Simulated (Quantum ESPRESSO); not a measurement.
Runs of Quantum ESPRESSO 7.5 on Be. It takes space group P6_3/mmc (No. 194, hexagonal). The conventional cell has a = 2.285 Å, b = 2.285 Å, c = 3.584 Å, α = 90.00°, β = 90.00°, γ = 120.00°. Be (site symmetry -6m2) has 12 Be at 2.23 to 2.29 Å as nearest neighbours. 

```tsv
task	level	potentials or basis	cell	most ionic steps	forc conv thr	etot conv thr	ion dynamics	cell dynamics	gap on the mesh (eV)	pressure (GPa)
band structure	PBEsol	PseudoDojo 0.4.1 SR PBEsol standard	as given	-	-	-	-	-	none	(a)
relaxation of cell and atoms	rev-vdW-DF2	PseudoDojo 0.4.1 SR PBE standard	relaxed to 0.3 kbar	40	0.0004 Ry/bohr	1e-05 Ry	bfgs	bfgs	none	0.0
relaxation of cell and atoms	LDA	PseudoDojo 0.4.1 SR LDA standard	relaxed to 0.3 kbar	40	0.0004 Ry/bohr	1e-05 Ry	bfgs	bfgs	none	-0.1
band structure	LDA	PseudoDojo 0.4.1 SR LDA standard	as given	-	-	-	-	-	none	-8.0
```

Alike in all rows: no spin polarisation; k mesh 13 × 13 × 8; cutoff (eV) 1197; smearing fermi-dirac 0.05 eV.

**Question.** Fill in the values left out.

**Answer.** (a) -3.3.

Caveats: the potentials were made for another functional, which shifts forces and pressure (some runs).

A gap of «none» marks a metal or a gap under the smearing width.

Runs at the PBE level aren't shown here.
